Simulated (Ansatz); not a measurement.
# Indium, dhcp under revPBE: from relaxation to bulk modulus, part 2 of 2

The plan for indium in the dhcp structure: relax it, solve it on a dense k-mesh, then scale the cell to 7 volumes from 88 to 112 % of the relaxed one and try a fit of the equation of state. Spin polarisation is left out. The k-meshes are 11×11×3 for the relaxation; 14×14×4 for the dense run; 12×12×4 for the volumes.

Ansatz 0.2.0; DFT, revPBE, plane waves (420 eV) with PAW, scalar-relativistic.

## Step 5: Volume × 0.92

The input, input.yaml:

```yaml
crystal:
  lattice:
    - [3.3385072442, 0.0, 0.0]
    - [-1.6692536221, 2.8912320842, 0.0]
    - [0.0, 0.0, 10.8437408277]
  atoms:
    - { symbol: In, position: [0.0, 0.0, 0.0] }
    - { symbol: In, position: [0.0, 0.0, 0.5] }
    - { symbol: In, position: [0.3333333333, 0.6666666667, 0.25] }
    - { symbol: In, position: [0.6666666667, 0.3333333333, 0.75] }
hamiltonian:
  xc: revpbe
  pseudopotentials:
    kind: paw
    azcp:
      In: "pseudopotentials/In.paw.azcp"
basis:
  ecutwfc: 420
  fft_grid_basis: typed
kpoints:
  mp_grid: { grid: [12, 12, 4], shift: [0, 0, 0] }
magnetization:
  spin_polarized: false
scf:
  occupations: { method: fermi_dirac, width: 0.1 }
  lower_state_search: "off"
output:
  stress: true
```

Standard output (excerpt; [...] marks lines left out):

```text
Warning: RAYON_NUM_THREADS=2 ignored (pool sized by the plan → 2); use --threads N
[...]
Pseudopotentials: kind: paw
Pseudopotential: In, paw, valence charge 13, recommended cutoff 420 eV (normal), <dir>
Functional definition: revPBE
[...]
Crystal: 4 atoms, lattice volume = 104.668 Å³
Basis set: ecut = 420 eV, 2077 PW (Γ)
Bands: 30, of which v1, the nominal top of the filled ones, is band 26 counted from 1 (25 counted from 0)
Symmetry: 24 space group operations
Space group: P63/mmc (ITA 194), of the structure as read, at distance tolerance 4.7e-5 Å
k-points: 57 of 576
[...]
SCF iter   1: F=—  HF=-22415.309286 eV  |F-HF|=—  |Δ(HF+E_count)|=         —  Δρ=3.32e-3  dr2=6.35e-3  ethr=1.77e-3  ⟨swp⟩=6.8  Hψ=15209  notcnv=0  defer=8
[...]
SCF iter   6: F=-22415.305128 eV  HF=-22415.305128 eV  |F-HF|=3.15e-8  |Δ(HF+E_count)|=   2.31e-7  Δρ=7.41e-6  dr2=4.85e-8  ethr=1.92e-10  ⟨swp⟩=3.1  Hψ=7407  notcnv=0
[...]
SCF converged after 6 iterations
Free energy (F): -22415.305128 eV
[...]
E sigma→0 (E₀):  -22415.277950 eV
Entropy (-TS):   -0.054357 eV (-13.589 meV/atom)
Fermi energy:    10.348538 eV
[...]
--- Stress (GPa, compression-positive) ---
        3.229784       0.000000       0.000000
        0.000000       3.229784       0.000000
        0.000000       0.000000       3.344698
  P = ⅓ Tr σ = 3.2681 GPa (32.681 kbar)
```

It took 5.4 s on 2 threads of Arm Neoverse V2, shared host; peak memory 0.43 GiB.

## Step 6: Volume × 0.96

Edit input.yaml of step 5 so:

```diff
@@ -2,5 +2,5 @@
   lattice:
-    - [3.3385072442, 0.0, 0.0]
-    - [-1.6692536221, 2.8912320842, 0.0]
-    - [0.0, 0.0, 10.8437408277]
+    - [3.3862066493, 0.0, 0.0]
+    - [-1.6931033246, 2.9325409807, 0.0]
+    - [0.0, 0.0, 10.9986723431]
   atoms:
```

Standard output (excerpt; [...] marks lines left out):

```text
Warning: RAYON_NUM_THREADS=2 ignored (pool sized by the plan → 2); use --threads N
[...]
[... 3 set-up lines as earlier in the session ...]
[...]
Crystal: 4 atoms, lattice volume = 109.219 Å³
Basis set: ecut = 420 eV, 2137 PW (Γ)
Bands: 30, of which v1, the nominal top of the filled ones, is band 26 counted from 1 (25 counted from 0)
[... 2 set-up lines as earlier in the session ...]
k-points: 57 of 576
[...]
SCF iter   1: F=—  HF=-22415.374921 eV  |F-HF|=—  |Δ(HF+E_count)|=         —  Δρ=3.33e-3  dr2=6.79e-3  ethr=1.77e-3  ⟨swp⟩=6.7  Hψ=15198  notcnv=0  defer=10
[...]
SCF iter   6: F=-22415.370931 eV  HF=-22415.370931 eV  |F-HF|=3.02e-8  |Δ(HF+E_count)|=   2.62e-7  Δρ=7.44e-6  dr2=5.38e-8  ethr=1.92e-10  ⟨swp⟩=3.1  Hψ=7403  notcnv=0
[...]
SCF converged after 6 iterations
Free energy (F): -22415.370931 eV
[...]
E sigma→0 (E₀):  -22415.342388 eV
Entropy (-TS):   -0.057086 eV (-14.271 meV/atom)
Fermi energy:    9.757832 eV
[...]
--- Stress (GPa, compression-positive) ---
        1.413848      -0.000000      -0.000000
        0.000000       1.413848       0.000000
       -0.000000       0.000000       1.493908
  P = ⅓ Tr σ = 1.4405 GPa (14.405 kbar)
```

It took 5.7 s on 2 threads of Arm Neoverse V2, shared host; peak memory 0.44 GiB.

## Step 7: Volume × 1.0

Edit input.yaml of step 6 so:

```diff
@@ -2,5 +2,5 @@
   lattice:
-    - [3.3862066493, 0.0, 0.0]
-    - [-1.6931033246, 2.9325409807, 0.0]
-    - [0.0, 0.0, 10.9986723431]
+    - [3.4325988066, 0.0, 0.0]
+    - [-1.7162994033, 2.9727177675, 0.0]
+    - [0.0, 0.0, 11.1493578123]
   atoms:
@@ -28 +28,5 @@
   stress: true
+  write_density: true
+  write_potential: true
+  elf: true
+  volumetric_format: npy
```

Standard output (excerpt; [...] marks lines left out):

```text
Warning: RAYON_NUM_THREADS=2 ignored (pool sized by the plan → 2); use --threads N
[...]
[... 3 set-up lines as earlier in the session ...]
[...]
Crystal: 4 atoms, lattice volume = 113.770 Å³
Basis set: ecut = 420 eV, 2209 PW (Γ)
Bands: 32, of which v1, the nominal top of the filled ones, is band 26 counted from 1 (25 counted from 0)
[... 2 set-up lines as earlier in the session ...]
k-points: 57 of 576
[...]
SCF iter   1: F=—  HF=-22415.394530 eV  |F-HF|=—  |Δ(HF+E_count)|=         —  Δρ=3.26e-3  dr2=6.85e-3  ethr=1.77e-3  ⟨swp⟩=7.2  Hψ=17248  notcnv=0  defer=82
[...]
SCF iter   6: F=-22415.390805 eV  HF=-22415.390805 eV  |F-HF|=2.85e-8  |Δ(HF+E_count)|=   2.43e-7  Δρ=7.20e-6  dr2=5.55e-8  ethr=1.92e-10  ⟨swp⟩=12.4  Hψ=15878  notcnv=0
[...]
SCF converged after 6 iterations
Free energy (F): -22415.390805 eV
[...]
E sigma→0 (E₀):  -22415.360575 eV
Entropy (-TS):   -0.060459 eV (-15.115 meV/atom)
Fermi energy:    9.216946 eV
[...]
--- Stress (GPa, compression-positive) ---
       -0.000788       0.000000       0.000000
        0.000000      -0.000788       0.000000
        0.000000       0.000000       0.049936
  P = ⅓ Tr σ = 0.0161 GPa (0.161 kbar)
--- Band table (eV; the first three rows and the last of 57) ---
[...]
```

It took 8.6 s on 2 threads of Arm Neoverse V2, shared host; peak memory 0.47 GiB.

## Step 8: Volume × 1.04

Edit input.yaml of step 7 so:

```diff
@@ -2,5 +2,5 @@
   lattice:
-    - [3.4325988066, 0.0, 0.0]
-    - [-1.7162994033, 2.9727177675, 0.0]
-    - [0.0, 0.0, 11.1493578123]
+    - [3.4777697605, 0.0, 0.0]
+    - [-1.7388848802, 3.0118369611, 0.0]
+    - [0.0, 0.0, 11.2960767141]
   atoms:
@@ -28,5 +28 @@
   stress: true
-  write_density: true
-  write_potential: true
-  elf: true
-  volumetric_format: npy
```

Standard output (excerpt; [...] marks lines left out):

```text
Warning: RAYON_NUM_THREADS=2 ignored (pool sized by the plan → 2); use --threads N
[...]
[... 3 set-up lines as earlier in the session ...]
[...]
Crystal: 4 atoms, lattice volume = 118.320 Å³
Basis set: ecut = 420 eV, 2323 PW (Γ)
Bands: 30, of which v1, the nominal top of the filled ones, is band 26 counted from 1 (25 counted from 0)
[... 1 set-up line as earlier in the session ...]
Space group: P63/mmc (ITA 194), of the structure as read, at distance tolerance 4.9e-5 Å
k-points: 57 of 576
[...]
SCF iter   1: F=—  HF=-22415.378903 eV  |F-HF|=—  |Δ(HF+E_count)|=         —  Δρ=3.21e-3  dr2=7.11e-3  ethr=1.77e-3  ⟨swp⟩=6.8  Hψ=15192  notcnv=0  defer=5
[...]
SCF iter   6: F=-22415.374849 eV  HF=-22415.374849 eV  |F-HF|=9.68e-9  |Δ(HF+E_count)|=   1.44e-7  Δρ=5.54e-6  dr2=4.29e-8  ethr=1.92e-10  ⟨swp⟩=3.0  Hψ=7408  notcnv=0
[...]
SCF converged after 6 iterations
Free energy (F): -22415.374849 eV
[...]
E sigma→0 (E₀):  -22415.342670 eV
Entropy (-TS):   -0.064358 eV (-16.089 meV/atom)
Fermi energy:    8.720024 eV
[...]
--- Stress (GPa, compression-positive) ---
       -1.102662       0.000000       0.000000
        0.000000      -1.102662       0.000000
        0.000000       0.000000      -1.073316
  P = ⅓ Tr σ = -1.0929 GPa (-10.929 kbar)
```

Run time: 6.1 s. Hardware: 2 threads of Arm Neoverse V2, shared host; peak memory 0.46 GiB.

## Step 9: Volume × 1.08

Edit input.yaml of step 8 so:

```diff
@@ -2,5 +2,5 @@
   lattice:
-    - [3.4777697605, 0.0, 0.0]
-    - [-1.7388848802, 3.0118369611, 0.0]
-    - [0.0, 0.0, 11.2960767141]
+    - [3.5217968363, 0.0, 0.0]
+    - [-1.7608984181, 3.0499655272, 0.0]
+    - [0.0, 0.0, 11.4390802079]
   atoms:
```

Standard output (excerpt; [...] marks lines left out):

```text
Warning: RAYON_NUM_THREADS=2 ignored (pool sized by the plan → 2); use --threads N
[...]
[... 3 set-up lines as earlier in the session ...]
[...]
Crystal: 4 atoms, lattice volume = 122.871 Å³
Basis set: ecut = 420 eV, 2373 PW (Γ)
Bands: 30, of which v1, the nominal top of the filled ones, is band 26 counted from 1 (25 counted from 0)
[... 1 set-up line as earlier in the session ...]
Space group: P63/mmc (ITA 194), of the structure as read, at distance tolerance 5.0e-5 Å
k-points: 57 of 576
[...]
SCF iter   1: F=—  HF=-22415.335224 eV  |F-HF|=—  |Δ(HF+E_count)|=         —  Δρ=3.12e-3  dr2=7.19e-3  ethr=1.77e-3  ⟨swp⟩=6.7  Hψ=15105  notcnv=0  defer=4
[...]
SCF iter   6: F=-22415.331077 eV  HF=-22415.331077 eV  |F-HF|=3.71e-9  |Δ(HF+E_count)|=   5.70e-8  Δρ=4.86e-6  dr2=3.46e-8  ethr=1.92e-10  ⟨swp⟩=4.8  Hψ=6826  notcnv=0
[...]
SCF converged after 6 iterations
Free energy (F): -22415.331077 eV
[...]
E sigma→0 (E₀):  -22415.296762 eV
Entropy (-TS):   -0.068630 eV (-17.157 meV/atom)
Fermi energy:    8.262182 eV
[...]
--- Stress (GPa, compression-positive) ---
       -1.958408       0.000000       0.000000
        0.000000      -1.958408       0.000000
        0.000000       0.000000      -1.943186
  P = ⅓ Tr σ = -1.9533 GPa (-19.533 kbar)
```

It took 6 s on 2 threads of Arm Neoverse V2, shared host; peak memory 0.46 GiB.

## Step 10: Volume × 1.12

Edit input.yaml of step 9 so:

```diff
@@ -2,5 +2,5 @@
   lattice:
-    - [3.5217968363, 0.0, 0.0]
-    - [-1.7608984181, 3.0499655272, 0.0]
-    - [0.0, 0.0, 11.4390802079]
+    - [3.5647498115, 0.0, 0.0]
+    - [-1.7823749057, 3.0871638949, 0.0]
+    - [0.0, 0.0, 11.5785949359]
   atoms:
```

Standard output (excerpt; [...] marks lines left out):

```text
Warning: RAYON_NUM_THREADS=2 ignored (pool sized by the plan → 2); use --threads N
[...]
[... 3 set-up lines as earlier in the session ...]
[...]
Crystal: 4 atoms, lattice volume = 127.422 Å³
Basis set: ecut = 420 eV, 2433 PW (Γ)
Bands: 30, of which v1, the nominal top of the filled ones, is band 26 counted from 1 (25 counted from 0)
[... 2 set-up lines as earlier in the session ...]
k-points: 57 of 576
[...]
SCF iter   1: F=—  HF=-22415.269995 eV  |F-HF|=—  |Δ(HF+E_count)|=         —  Δρ=3.04e-3  dr2=7.34e-3  ethr=1.77e-3  ⟨swp⟩=6.6  Hψ=15031  notcnv=0  defer=2
[...]
SCF iter   6: F=-22415.265761 eV  HF=-22415.265761 eV  |F-HF|=1.22e-9  |Δ(HF+E_count)|=   1.12e-8  Δρ=4.37e-6  dr2=2.58e-8  ethr=1.92e-10  ⟨swp⟩=4.8  Hψ=6811  notcnv=0
[...]
SCF converged after 6 iterations
Free energy (F): -22415.265761 eV
[...]
E sigma→0 (E₀):  -22415.229187 eV
Entropy (-TS):   -0.073148 eV (-18.287 meV/atom)
Fermi energy:    7.839288 eV
[...]
--- Stress (GPa, compression-positive) ---
       -2.619074       0.000000       0.000000
        0.000000      -2.619074       0.000000
        0.000000       0.000000      -2.614736
  P = ⅓ Tr σ = -2.6176 GPa (-26.176 kbar)
```

Wall time 6.7 s (2 threads of Arm Neoverse V2, shared host); peak memory 0.46 GiB.

## Step 11: The equation of state

The cell was scaled evenly, with its shape and the fractional positions fixed.

```
V (Å³/atom)  E − E₀ (meV/atom)  P from the stress (GPa)  P from the fit (GPa)
     25.029               51.6                     5.61                  5.59
     26.167               20.7                     3.27                  3.23
     27.305                4.5                     1.44                  1.39
     28.442                0.0                     0.02                 -0.05
     29.580                4.5                    -1.09                 -1.16
     30.718               15.9                    -1.95                 -2.03
     31.856               32.8                    -2.62                 -2.70
```

Fit (Birch-Murnaghan, third order): V₀ = 28.400 Å³/atom, B₀ = 32 GPa, B₀′ = 5.2, largest residual 0.01 meV/atom.

Fit and stress differ a little: one follows E(σ → 0), the other the smeared free energy.

## Step 12: Summary of results

What follows sums up all 2 parts.

| quantity | value |
| --- | --- |
| space group (spins left aside) | P6_3/mmc (No. 194) |
| conventional cell | a = 3.433 Å, c = 11.149 Å (c/a = 3.248) |
| volume | 28.442 Å³/atom |
| shortest distance | 3.420 Å |
| gap on the mesh | none (levels filled in part) |
| relative to body-centred tetragonal | +2 meV/atom |
| V₀, B₀, B₀′ | 28.400 Å³/atom, 32 GPa, 5.2 |

In words: The relaxation enlarged the cell by 8.8 % in volume. Against the reference form of indium (body-centred tetragonal, computed apart with the same settings) it stands 2 meV/atom higher, within what mesh and smearing can decide. No gap shows: it is a metal or semimetal at this level. B₀ comes out at 32 GPa; letting shape and positions relax at each volume could only lower it. Relaxation kept the symmetry; phonons were not checked.
